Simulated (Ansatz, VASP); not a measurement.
**Cu: VASP beside Ansatz**

```
CELL_PARAMETERS angstrom
1.81395 1.81395 0.00000
-1.81395 1.81395 0.00000
0.00000 0.00000 3.42088
ATOMIC_POSITIONS crystal
Cu 0.00000 0.00000 0.00000
Cu 0.50000 0.50000 0.50000
```

Change from the starting cell: uniaxial strain along c, a, b and atoms relaxed: -4.0 %.

Alike in both runs: functional PBEsol; k mesh 20 × 20 × 14; occupations gaussian, width 0.1 eV; no spin polarisation.

Ansatz relaxed the structure, and its values are those at the end. VASP's run is a single point on that final structure, the one shown.

|  | VASP | Ansatz |
| --- | --- | --- |
| version | VASP 6.6.1 | Ansatz 0.2.0 |
| potentials or method | VASP PAW PBE potentials, release 64 (Cu) | scalar-relativistic, plane waves, PAW |
| plane-wave cutoff (eV) | 520 | 420 |
| valence electrons in the cell | 22 | 38 |

Ansatz gave:

* gap on the k mesh at the Fermi level (eV): none
* pressure (GPa): 1.0

What did VASP give for the same quantities?

gap on the k mesh at the Fermi level (eV): none; pressure (GPa): 2.3.

A gap of «none» marks a metal or a gap that the smearing closes. The functional is the same, so the differences come from potentials, cutoffs and numerics. The two sets of potentials don't hold the same shells in valence.

Caveats: the PAW data sets were made with another functional, which shifts forces and pressure a little (VASP).
